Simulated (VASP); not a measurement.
# Ti (P6_3/mmc) in VASP: notebook

Runs on Ti. Level: PBE. Tasks: relaxation of cell and atoms.

All numbers are computed with VASP 6.6.1; they aren't measurements. Logs are shortened: lines on timing, memory, paths and dates and some standing lists are left out, and cuts for length are marked.

**1. The crystal as given**

Symmetry: P6_3/mmc, No. 194, hexagonal system. Conventional cell: a = 2.950 Å, b = 2.950 Å, c = 4.680 Å, α = 90.00°, β = 90.00°, γ = 120.00°. Ti (site symmetry -6m2) has 12 Ti at 2.89 to 2.95 Å as nearest neighbours.

**2. Relaxation of cell and atoms, PBE**

Input file INCAR:

```
PREC = Accurate ; ENCUT = 520
EDIFF = 1E-6 ; ISMEAR = 0
SIGMA = 0.1 ; LREAL = F
LASPH = T ; NELM = 120
ALGO = Normal ; ISIF = 3
LWAVE = F ; LCHARG = F
GGA = PE ; IBRION = 2
NSW = 90 ; EDIFFG = -0.01
```

Input file KPOINTS:

```
regular mesh
0
Gamma
  17 17 9
```

Input file POSCAR:

```
Ti
1.0
    2.9500000000      0.0000000000      0.0000000000
   -1.4750000000      2.5547749400      0.0000000000
    0.0000000000      0.0000000000      4.6800000000
Ti
2
Direct
    0.3333333300      0.6666666700      0.2500000000
    0.6666666700      0.3333333300      0.7500000000
```

Potentials or basis: VASP PAW PBE potentials, release 64 (Ti_sv).

Started as:

```bash
$ cat potpaw_PBE.64/Ti_sv/POTCAR > POTCAR
$ mpirun -np 1 vasp_std > vasp.out
```

OUTCAR:

```text
PREC = Accurate
   ENCUT = 520
   EDIFF = 1E-6
   ISMEAR = 0
   LREAL = F
   LASPH = T
   NELM = 120
   ISIF = 3
   GGA = PE
   IBRION = 2
   NSW = 90
   EDIFFG = -0.01

 ion  position               nearest neighbor table
   1  0.333  0.667  0.250-   2 2.89   2 2.89   2 2.89   2 2.89   2 2.89   2 2.89
   2  0.667  0.333  0.750-   1 2.89   1 2.89   1 2.89   1 2.89   1 2.89   1 2.89

  LATTYP: Found a hexagonal cell.
 ALAT       =     2.9500000000
 C/A-ratio  =     1.5864406780

  Lattice vectors:

 A1 = (   2.9500000000,   0.0000000000,   0.0000000000)
 A2 = (  -1.4750000000,   2.5547749400,   0.0000000000)
 A3 = (   0.0000000000,   0.0000000000,   4.6800000000)

Analysis of symmetry for initial positions (statically):
=====================================================================
 Subroutine PRICEL returns:
 Original cell was already a primitive cell.

 Routine SETGRP: Setting up the symmetry group for a
 hexagonal supercell.

 Subroutine GETGRP returns: Found 24 space group operations
 (whereof 12 operations were pure point group operations)
 out of a pool of 24 trial point group operations.

The static configuration has the point symmetry D_3d.
 The point group associated with its full space group is D_6h.

Analysis of symmetry for dynamics (positions and initial velocities):
=====================================================================
 Subroutine PRICEL returns:
 Original cell was already a primitive cell.

 Routine SETGRP: Setting up the symmetry group for a
 hexagonal supercell.

 Subroutine GETGRP returns: Found 24 space group operations
 (whereof 12 operations were pure point group operations)
 out of a pool of 24 trial point group operations.

The dynamic configuration has the point symmetry D_3d.
 The point group associated with its full space group is D_6h.

 Subroutine INISYM returns: Found 24 space group operations
 (whereof 12 operations are pure point group operations),
 and found     1 'primitive' translations

----------------------------------------------------------------------------------------

                                     Primitive cell

  volume of cell :      35.2712

  direct lattice vectors                    reciprocal lattice vectors
[... 96 lines left out ...]
   TEBEG  =    0.0;   TEEND  =   0.0 temperature during run
   PSTRESS=    0.0 pullay stress
   NELECT =      24.0000    total number of electrons
   NUPDOWN=      -1.0000    fix difference up-down
   EMIN   =  10.00;   EMAX   =-10.00  energy-range for DOS
   EFERMI =   0.00;   METHOD = LEGACY
   ISMEAR =     0;   SIGMA  =   0.10  broadening in eV -4-tet -1-fermi 0-gaus
   EFERMI_NEDOS =   21; number of points for ismear=-14 and -15
   IALGO  =     38    algorithm
   IMIX   =      4    mixing-type and parameters
     AMIX     =   0.40;   BMIX     =  1.00
     AMIX_MAG =   1.60;   BMIX_MAG =  1.00
  volume/ion in A,a.u.               =      17.64       119.01
  Fermi-wavevector in a.u.,A,eV,Ry     =   1.439920  2.721055 28.209912  2.073370
  Thomas-Fermi vector in A             =   2.558722
   LORBIT       =      0    0 simple, 1 ext, 2 COOP (PROOUT), +10 PAW based schemes
   GGA     = PE    functional components
   LHFCALC =     F    Hartree Fock is set to
   AEXX    =    0.0000 exact exchange contribution
   IVDW    =     0    specifies the selected vdW correction
   LEPSILON=     F    determine dielectric tensor
   LRPA    =     F    only Hartree local field effects (RPA)
 conjugate gradient relaxation of ions
 non-spin polarized calculation
 Gauss-broadening in eV      SIGMA  =   0.10
  energy-cutoff  :      520.00
  volume of cell :       35.27
 maximum number of plane-waves:       973
 NGX is ok and might be reduce to    24
   NGX = 11   NGY = 11   NGZ = 17

--------------------------------------- Ionic step        1  -------------------------------------------

 number of electron      24.0000002 magnetization

 Free energy of the ion-electron system (eV)
  ---------------------------------------------------
  ext. energy  EPLUGINS =         0.00000000
  ---------------------------------------------------
  free energy    TOTEN  =       -15.67419190 eV

  energy without entropy =      -15.66449273  energy(sigma->0) =      -15.66934231

------------------------ aborting loop because EDIFF is reached ----------------------------------------

  FORCE on cell =-STRESS in cart. coord.  units (eV):
  Direction    XX          YY          ZZ          XY          YZ          ZX
  --------------------------------------------------------------------------------------
  -------------------------------------------------------------------------------------
  Total       -0.3598461     -0.3598461     -0.4498823      0.0000000      0.0000000      0.0000000
  in kB      -16.3458243    -16.3458243    -20.4356747      0.0000000      0.0000000      0.0000000
  external PRESSURE =     -17.7091078 kB  Pullay stress =       0.0000000 kB
[... 167 lines left out ...]
--------------------------------------- Ionic step        6  -------------------------------------------

 number of electron      24.0000002 magnetization

 Free energy of the ion-electron system (eV)
  ---------------------------------------------------
  ext. energy  EPLUGINS =         0.00000000
  ---------------------------------------------------
  free energy    TOTEN  =       -15.67752041 eV

  energy without entropy =      -15.66805994  energy(sigma->0) =      -15.67279017

 E-fermi :   8.3587     XC(G=0): -11.5045

 val. band max:        8.3574517818   @ k =   0.2353   0.2353   0.4444
 cond. band min:       8.3594528701   @ k =   0.0000   0.0000   0.3333
 fundamental gap:      0.0020010883
 Fermi energy:         8.3586654288

 k-point     1 :       0.0000    0.0000    0.0000
  band No.  band energies     occupation
      1     -48.5079      2.00000
      2     -48.3695      2.00000
      3     -25.0992      2.00000
      4     -24.4524      2.00000
      5     -24.4524      2.00000
      6     -24.3855      2.00000
[... 433 lines left out ...]
      3     -24.9217      2.00000
      4     -24.7075      2.00000
      5     -24.7041      2.00000
      6     -24.5341      2.00000
[... 8 lines left out ...]
     15       9.4848      0.00000
     16      10.3045      0.00000

 [... further k-points ...]

------------------------ aborting loop because EDIFF is reached ----------------------------------------

  FORCE on cell =-STRESS in cart. coord.  units (eV):
  Direction    XX          YY          ZZ          XY          YZ          ZX
  --------------------------------------------------------------------------------------
  -------------------------------------------------------------------------------------
  Total        0.0129013      0.0129013      0.0061247     -0.0000000     -0.0000000      0.0000000
  in kB        0.5959423      0.5959423      0.2829159     -0.0000000     -0.0000000      0.0000000
  external PRESSURE =       0.4916002 kB  Pullay stress =       0.0000000 kB
[... 17 lines left out ...]
  FREE ENERGIE OF THE ION-ELECTRON SYSTEM (eV)
  ---------------------------------------------------
  free  energy   TOTEN  =       -15.6775204104 eV

  energy  without entropy=      -15.6680599392  energy(sigma->0) =      -15.67279017

 reached required accuracy - stopping structural energy minimisation
```

CONTCAR:

```text
Ti
   1.00000000000000
     2.9369036902112975   -0.0000000000000000    0.0000000000000000
    -1.4684518451056487    2.5434332030426905    0.0000000000000000
     0.0000000000000000    0.0000000000000000    4.6433394455686496
  Ti
     2
Direct
     0.3333333300000021    0.6666666699999979    0.2500000000000000
     0.6666666699999979    0.3333333300000021    0.7500000000000000

  0.00000000E+00  0.00000000E+00  0.00000000E+00
  0.00000000E+00  0.00000000E+00  0.00000000E+00
```

Run time: 3 min. Hardware: 1 thread of Intel Xeon Platinum 8488C (Sapphire Rapids), shared host; peak memory 0.21 GiB.

Results:

```
Free energy                            : -15.6775 eV
Relaxed volume                         : 17.34 Å³/atom
Relaxed cell                           : a = 2.937 Å, b = 2.937 Å, c = 4.643 Å, α = 90.00°, β = 90.00°, γ = 120.00°
Space group after relaxing (to 0.05 Å) : P6_3/mmc (No. 194)
Energy gained by relaxing              : 1.7 meV/atom
Ionic steps                            : 6
Pressure after relaxing                : 0.0 GPa
Band gap on the k mesh                 : none (metal or under the smearing width)
```

The path:
| step | energy change (eV) | largest force (eV/Å) | pressure (GPa) | volume (Å³) |
| --- | --- | --- | --- | --- |
| 1 | 0.0000 | 0.0000 | -1.77 | 35.27 |
| 2 | -0.0016 | 0.0000 | 1.38 | 34.29 |
| 3 | -0.0033 | 0.0000 | 0.01 | 34.69 |
| 4 | -0.0033 | 0.0000 | 0.04 | 34.68 |
| 5 | -0.0033 | 0.0000 | 0.06 | 34.68 |
| 6 | -0.0033 | 0.0000 | 0.05 | 34.68 |

Final structure:
```cif
data_structure
_symmetry_space_group_name_H-M 'P 1'
_symmetry_Int_Tables_number 1
_cell_length_a 2.9369
_cell_length_b 2.9369
_cell_length_c 4.6433
_cell_angle_alpha 90.000
_cell_angle_beta 90.000
_cell_angle_gamma 120.000
_cell_volume 34.68
loop_
_atom_site_label
_atom_site_type_symbol
_atom_site_fract_x
_atom_site_fract_y
_atom_site_fract_z
_atom_site_occupancy
Ti1 Ti 0.33333 0.66667 0.25000 1
Ti2 Ti 0.66667 0.33333 0.75000 1
```

Levels at points of the mesh, in eV from the Fermi level:
| k point | band 10 | band 11 | band 12 | band 13 | band 14 | band 15 |
| --- | --- | --- | --- | --- | --- | --- |
| (0.00, 0.00, 0.00) | -2.70 | 0.77 | 0.77 | 0.78 | 0.89 | 1.27 |

(Part 1 of 2 ends here.)
